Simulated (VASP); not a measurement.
Here is a VASP 6.6.1 calculation.

Contents of INCAR:

```
PREC = Accurate
ENCUT = 600
EDIFF = 1E-7
ISMEAR = 0
SIGMA = 0.03
LREAL = F
LASPH = T
NELM = 80
ALGO = Normal
ISIF = 3
LWAVE = F
LCHARG = F
GGA = PE
IVDW = 12
IBRION = 2
NSW = 90
EDIFFG = -0.005
```

The input KPOINTS:

```
regular mesh
0
Gamma
  10 10 10
```

The input POSCAR:

```
Mg2Sn                                   
1.0
    0.0000000000      3.3536328837      3.3536328837
    3.3536328837     -0.0000000000      3.3536328837
    3.3536328837      3.3536328837     -0.0000000000
  Mg              Sn            
     2     1
Direct
     0.2500000000000000    0.2500000000000000    0.2500000000000000
     0.7500000000000000    0.7500000000000000    0.7500000000000000
     0.0000000000000000    0.0000000000000000    0.0000000000000000
```

Potentials or basis: VASP PAW PBE potentials, release 64 (Mg, Sn_d).

Launch:

```console
$ cat potpaw_PBE.64/Mg/POTCAR potpaw_PBE.64/Sn_d/POTCAR > POTCAR
$ mpirun -np 1 vasp_std > vasp.out
```

(1) What does it give for the dispersion energy per atom?

(2) Predict the band gap on the k mesh.

Answers

(1) -0.303 eV.

(2) none (metal or under the smearing width).

Caveat: the relaxation stopped at its first step, so nothing moved; this crystal is a semiconductor, whose small gap the functional closes, so the metal is an error of the method.
